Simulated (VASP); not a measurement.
# H (I4/mmm) in VASP: notebook

The runs below take H through dielectric tensor, band structure, density of states, with PBE-EpsX, optPBE-vdW, r2SCAN+D3(BJ), PBE+MBD-FI.

Program: VASP 6.6.1. These are calculated values, not measurements. Logs are shortened: lines on timing, memory, paths and dates and some standing lists are left out, and cuts for length are marked.

## 1. The crystal as given

The structure is tetragonal, space group I4/mmm (No. 139). The conventional cell has a = 3.383 Å, b = 3.383 Å, c = 4.117 Å, α = 90.00°, β = 90.00°, γ = 90.00°. Around H (site symmetry 4mm) lie 1 H at 0.74 Å.

## 2. Dielectric tensor, PBE-EpsX (volume scaled by 1.08)

Input file POSCAR:

```
H
1.0
   -1.7354899540      1.7354899540      2.1119646059
    1.7354899540     -1.7354899540      2.1119646059
    1.7354899540      1.7354899540     -2.1119646059
H
2
Direct
    0.0901377100      0.0901377100      0.0000000000
    0.9098622900      0.9098622900      0.0000000000
```

Input file INCAR.step1:

```
SYSTEM = H
ALGO = Normal
EDIFF = 1E-8
ENCUT = 500
GGA = PE
ISIF = 2
ISMEAR = -1
LASPH = .TRUE.
LCHARG = .FALSE.
LEPSILON = .TRUE.
LREAL = .FALSE.
LWAVE = .FALSE.
NELM = 80
PREC = Accurate
SIGMA = 0.05
```

Input file KPOINTS.step1:

```
Automatic mesh
0
G
  11 11 11
  0 0 0
```

Input file INCAR.step2:

```
SYSTEM = H
ALGO = Normal
EDIFF = 1E-5
ENCUT = 500
GGA = PE
ISIF = 2
ISMEAR = -1
LASPH = .TRUE.
LCHARG = .FALSE.
LREAL = .FALSE.
LWAVE = .TRUE.
NELM = 80
PREC = Accurate
SIGMA = 0.05
```

Input file KPOINTS.step2:

```
k-points
0
G
  6 6 6
  0 0 0
```

Input file INCAR.step3:

```
SYSTEM = H
AEXX = 0.6676
ALGO = Normal
EDIFF = 1E-8
ENCUT = 500
GGA = PE
ISIF = 2
ISMEAR = -1
ISTART = 1
LASPH = .TRUE.
LCALCEPS = .TRUE.
LCHARG = .FALSE.
LHFCALC = .TRUE.
LREAL = .FALSE.
LWAVE = .FALSE.
NELM = 80
PREC = Accurate
PRECFOCK = Fast
SIGMA = 0.05
```

Input file KPOINTS.step3:

```
k-points
0
G
  6 6 6
  0 0 0
```

Potentials or basis: VASP PAW PBE potentials, release 64 (H).

Started as:

```
cat potpaw_PBE.64/H/POTCAR > POTCAR
cp INCAR.step1 INCAR
cp KPOINTS.step1 KPOINTS
mpirun -np 1 vasp_std > vasp.out
cp INCAR.step2 INCAR
cp KPOINTS.step2 KPOINTS
mpirun -np 1 vasp_std > vasp.out
cp INCAR.step3 INCAR
cp KPOINTS.step3 KPOINTS
mpirun -np 1 vasp_std > vasp.out
```

OUTCAR:

```text
SYSTEM = H
   AEXX = 0.6676
   EDIFF = 1E-8
   ENCUT = 500
   GGA = PE
   ISIF = 2
   ISMEAR = -1
   ISTART = 1
   LASPH = .TRUE.
   LHFCALC = .TRUE.
   LREAL = .FALSE.
   NELM = 80
   PREC = Accurate
   PRECFOCK = Fast

 ion  position               nearest neighbor table
   1  0.090  0.090  0.000-   2 0.76
   2  0.910  0.910  0.000-   1 0.76

  LATTYP: Found a body centered tetragonal cell.
 ALAT       =     3.4709799080
 C/A-ratio  =     1.2169270131

  Lattice vectors:

 A1 = (  -1.7354899540,   1.7354899540,   2.1119646059)
 A2 = (   1.7354899540,  -1.7354899540,   2.1119646059)
 A3 = (   1.7354899540,   1.7354899540,  -2.1119646059)

Analysis of symmetry for initial positions (statically):
=====================================================================
 Subroutine PRICEL returns:
 Original cell was already a primitive cell.

 Routine SETGRP: Setting up the symmetry group for a
 body centered tetragonal supercell.

 Subroutine GETGRP returns: Found 16 space group operations
 (whereof 16 operations were pure point group operations)
 out of a pool of 16 trial point group operations.

The static configuration has the point symmetry D_4h.

Analysis of symmetry for dynamics (positions and initial velocities):
=====================================================================
 Subroutine PRICEL returns:
 Original cell was already a primitive cell.

 Routine SETGRP: Setting up the symmetry group for a
 body centered tetragonal supercell.

 Subroutine GETGRP returns: Found 16 space group operations
 (whereof 16 operations were pure point group operations)
 out of a pool of 16 trial point group operations.

The dynamic configuration has the point symmetry D_4h.

 Subroutine INISYM returns: Found 16 space group operations
 (whereof 16 operations are pure point group operations),
 and found     1 'primitive' translations

----------------------------------------------------------------------------------------

                                     Primitive cell

  volume of cell :      25.4443

  direct lattice vectors                    reciprocal lattice vectors
    -1.735489954  1.735489954  2.111964606     0.000000000  0.288103079  0.236746392
     1.735489954 -1.735489954  2.111964606     0.288103079  0.000000000  0.236746392
     1.735489954  1.735489954 -2.111964606     0.288103079  0.288103079  0.000000000

  length of vectors
     3.237938427  3.237938427  3.237938427     0.372897088  0.372897088  0.407439282

  position of ions in fractional coordinates (direct lattice)
     0.090137710  0.090137710  0.000000000
     0.909862290  0.909862290  0.000000000

  ion indices of the primitive-cell ions
   primitive index   ion index
                 1           1
                 2           2

----------------------------------------------------------------------------------------

 KPOINTS: k-points

Automatic generation of k-mesh.
 Grid dimensions read from file:
 generate k-points for:    6    6    6

 Generating k-lattice:

  Cartesian coordinates                     Fractional coordinates (reciprocal lattice)
     0.000000000  0.048017180  0.039457732     0.166666667  0.000000000 -0.000000000
     0.048017180  0.000000000  0.039457732     0.000000000  0.166666667 -0.000000000
     0.048017180  0.048017180  0.000000000     0.000000000  0.000000000  0.166666667

[... 40 lines left out ...]
   total plane-waves  NPLWV =  13824
   dimension x,y,z NGX =    24 NGY =   24 NGZ =   24
   dimension x,y,z NGXF=    48 NGYF=   48 NGZF=   48
   ions per type =               2
   NGX,Y,Z   is equivalent  to a cutoff of  12.32, 12.32, 12.32 a.u.
   NGXF,Y,Z  is equivalent  to a cutoff of  24.64, 24.64, 24.64 a.u.
 SYSTEM =  H
   PREC   = accura    normal or accurate (medium, high low for compatibility)
   ISTART =      1    job   : 0-new  1-cont  2-samecut
   ICHARG =      0    charge: 1-file 2-atom 10-const
   ISPIN  =      1    spin polarized calculation?
   LNONCOLLINEAR =      F non collinear calculations
   LSORBIT =      F    spin-orbit coupling
   LASPH  =      T    aspherical Exc in radial PAW
   ENCUT  =  500.0 eV  36.75 Ry    6.06 a.u.   5.90  5.90  5.90*2*pi/ulx,y,z
   NELM   =     80;   NELMIN=  2; NELMDL=  0     # of ELM steps
   EDIFF  = 0.1E-07   stopping-criterion for ELM
   LREAL  =      F    real-space projection
   EDIFFG = 0.1E-06   stopping-criterion for IOM
   NSW    =      0    number of steps for IOM
   IBRION =     -1    ionic relax: 0-MD 1-quasi-New 2-CG
   NFREE  =      0    steps in history (QN), initial steepest desc. (CG)
   ISIF   =      2    stress and relaxation
   ISYM   =      3    0-nonsym 1-usesym 2-fastsym
   POTIM  = 0.5000    time-step for ionic-motion
   TEBEG  =    0.0;   TEEND  =   0.0 temperature during run
   PSTRESS=    0.0 pullay stress
   NELECT =       2.0000    total number of electrons
   NUPDOWN=      -1.0000    fix difference up-down
   EMIN   =  10.00;   EMAX   =-10.00  energy-range for DOS
   EFERMI =   0.00;   METHOD = LEGACY
   ISMEAR =    -1;   SIGMA  =   0.05  broadening in eV -4-tet -1-fermi 0-gaus
   EFERMI_NEDOS =   21; number of points for ismear=-14 and -15
   IALGO  =     38    algorithm
   IMIX   =      1    mixing-type and parameters
     AMIX     =   0.40;   BMIX     =  1.00
     AMIX_MAG =   1.60;   BMIX_MAG =  1.00
  volume/ion in A,a.u.               =      12.72        85.85
  Fermi-wavevector in a.u.,A,eV,Ry     =   0.701274  1.325216  6.691149  0.491786
  Thomas-Fermi vector in A             =   1.785656
   LORBIT       =      0    0 simple, 1 ext, 2 COOP (PROOUT), +10 PAW based schemes
   GGA     = PE    functional components
   LHFCALC =     T    Hartree Fock is set to
   PRECFOCK=fast      Normal, Fast or Accurate (Low or Medium for compatibility)
   ENCUT4O =  -1.0   cutoff for four orbital integrals eV
   NKREDX  =     1    reduce k-point grid by
   NKREDY  =     1    reduce k-point grid by
   NKREDZ  =     1    reduce k-point grid by
   AEXX    =    0.6676 exact exchange contribution
   HFSCREEN=    0.0000 screening length (either q_TF or 0.3 A-1)
   HFSCREENC=   0.0000 screening length for correlation (either q_TF or 0.3 A-1)
   ENCUTFOCK=  -1.0 apply spherical cutoff to Coloumb kernel
   IVDW    =     0    specifies the selected vdW correction
   LEPSILON=     F    determine dielectric tensor
   LRPA    =     F    only Hartree local field effects (RPA)
   LRPA       =     F
 non-spin polarized calculation
  energy-cutoff  :      500.00
  volume of cell :       25.44
 maximum number of plane-waves:       657
  NGX = 16; NGY = 16; NGZ = 16

 Total electronic dipole moment: p[elc]=(    -0.00000    -0.00000     0.00000 ) |e| Angst

 Total electronic dipole moment: p[elc]=(    -0.00000     0.00000     0.00000 ) |e| Angst

 number of electron       2.0000000 magnetization

 Free energy of the ion-electron system (eV)
  ---------------------------------------------------
  ext. energy  EPLUGINS =         0.00000000
  ---------------------------------------------------
  free energy    TOTEN  =       -10.45026054 eV

  energy without entropy =      -10.45026054  energy(sigma->0) =      -10.45026054

 E-fermi : -11.5649     XC(G=0):  -2.1741

 val. band max:      -12.4951562932   @ k =   0.5000   0.5000   0.5000
 cond. band min:   10000.0000000000   @ k =   0.0000   0.0000   0.0000
 fundamental gap:  10012.4951562932
 Fermi energy:       -11.5649244598

 k-point     1 :       0.0000    0.0000    0.0000
  band No.  band energies     occupation
      1     -14.9835      2.00000
      2   10000.0000      0.00000
      3   10000.0000      0.00000
      4   10000.0000      0.00000
      5   10000.0000      0.00000
[... 177 lines left out ...]
 k-point    24 :      -0.1667   -0.3333    0.1667
  band No.  band energies     occupation
      1     -13.6788      2.00000
      2   10000.0000      0.00000
      3   10000.0000      0.00000
      4   10000.0000      0.00000
      5   10000.0000      0.00000

 [... further k-points ...]

------------------------ aborting loop because EDIFF is reached ----------------------------------------

            Ionic dipole moment: p[ion]=(     0.00000     0.00000     0.00000 ) |e| Angst

 Total electronic dipole moment: p[elc]=(     0.00000     0.00000     0.00080 ) |e| Angst

 MACROSCOPIC STATIC DIELECTRIC TENSOR (including local field effects)
 ------------------------------------------------------
           1.388098     0.000000     0.000000
           0.000000     1.388098     0.000000
           0.000000    -0.000000     1.565957
 ------------------------------------------------------

 PIEZOELECTRIC TENSOR (including local field effects) (e Angst)
          XX          YY          ZZ          XY          YZ          ZX
  --------------------------------------------------------------------------------
  x     0.00000     0.00000     0.00000     0.00000     0.00000     0.00000
  y     0.00000     0.00000     0.00000     0.00000     0.00000     0.00000
  z     0.00000     0.00000     0.00000     0.00000     0.00000     0.00000

 PIEZOELECTRIC TENSOR (including local field effects) (C/m^2)
          XX          YY          ZZ          XY          YZ          ZX
  --------------------------------------------------------------------------------
  x     0.00000     0.00000     0.00000     0.00000     0.00000     0.00000
  y     0.00000     0.00000     0.00000     0.00000     0.00000     0.00000
  z     0.00000     0.00000     0.00000     0.00000     0.00000     0.00000

 BORN EFFECTIVE CHARGES (including local field effects) (in |e|, cummulative output)
 ---------------------------------------------------------------------------------
 ion    1
    1     0.00000     0.00000     0.00000
    2     0.00000     0.00000     0.00000
    3     0.00000     0.00000     0.00000
 ion    2
    1     0.00000     0.00000     0.00000
    2     0.00000     0.00000     0.00000
    3     0.00000     0.00000     0.00000

  FORCE on cell =-STRESS in cart. coord.  units (eV):
  Direction    XX          YY          ZZ          XY          YZ          ZX
  --------------------------------------------------------------------------------------
  -------------------------------------------------------------------------------------
  Total       -0.0077811     -0.0077811     -0.6674148      0.0000000      0.0000000      0.0000000
  in kB       -0.4899621     -0.4899621    -42.0257574      0.0000000      0.0000000      0.0000000
  external PRESSURE =     -14.3352272 kB  Pullay stress =       0.0000000 kB

 VOLUME and BASIS-vectors are now :
 -----------------------------------------------------------------------------
  energy-cutoff  :      500.00
  volume of cell :       25.44
      direct lattice vectors                 reciprocal lattice vectors
    -1.735489954  1.735489954  2.111964606     0.000000000  0.288103079  0.236746392
     1.735489954 -1.735489954  2.111964606     0.288103079  0.000000000  0.236746392
     1.735489954  1.735489954 -2.111964606     0.288103079  0.288103079  0.000000000

 POSITION                                       TOTAL-FORCE (eV/Angst)
 -----------------------------------------------------------------------------------
      0.00000      0.00000      0.38074        -0.000000     -0.000000     -0.861602
      0.00000      0.00000      3.84319         0.000000      0.000000      0.861602
 -----------------------------------------------------------------------------------
    total drift:                                0.000000      0.000000     -0.000000

  FREE ENERGIE OF THE ION-ELECTRON SYSTEM (eV)
  ---------------------------------------------------
  free  energy   TOTEN  =       -10.4502605386 eV

  energy  without entropy=      -10.4502605385  energy(sigma->0) =      -10.45026054
```

Wall time 16 min (1 thread of AMD EPYC 7R43 (Zen 3), shared host); peak memory 0.18 GiB.

What came out:

* Band gap on the k mesh: 15.07 eV, indirect (least direct gap 15.93 eV)
* Electronic dielectric tensor (diagonal): 1.39, 1.39, 1.57
* Born charges (mean of the diagonal): H +0.00 e

Electronic dielectric tensor:
```
1.39 0.00 0.00
0.00 1.39 0.00
0.00 0.00 1.57
```

Born effective charge tensors (e):
atom 1, H
```
0.00 0.00 0.00
0.00 0.00 0.00
0.00 0.00 0.00
```
atom 2, H
```
0.00 0.00 0.00
0.00 0.00 0.00
0.00 0.00 0.00
```

Dipole moments of the cell (e·Å, modulo the quantum): ionic 0.000, 0.000, 0.000; electronic 0.000, 0.000, 0.001

Caveat: the k mesh is coarse (spacing up to 0.43 Å⁻¹), so the values aren't converged, least of all with exact exchange; the PAW data sets were made with another functional, which shifts forces and pressure a little.

(Continued in part 2 of 2.)
